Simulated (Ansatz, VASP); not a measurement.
**W: VASP beside Ansatz**

```
W
1.0
    -1.56458    1.56458    1.56458
     1.56458   -1.56458    1.56458
     1.56458    1.56458   -1.56458
W
1
Direct
  0.00000 0.00000 0.00000
```

Alike in both runs: functional LDA; k mesh 24 × 24 × 24; occupations fermi-dirac, width 0.1 eV; no spin polarisation.

Ansatz relaxed the structure, and its values are those at the end. VASP's run is a single point on that final structure, the one shown.

|  | VASP | Ansatz |
| --- | --- | --- |
| version | VASP 6.6.1 | Ansatz 0.2.0 |
| potentials or method | VASP PAW LDA potentials, release 64 (W_sv) | PAW with Ansatz's default frozen-core files, scalar-relativistic |
| plane-wave cutoff (eV) | 520 | 420 |
| valence electrons in the cell | 14 | 14 |

|  | VASP | Ansatz | Ansatz less VASP |
| --- | --- | --- | --- |
| pressure (GPa) | 4.0 | 2.0 | -2.01 |

The runs have no spin-orbit coupling, so splittings on W are missing.
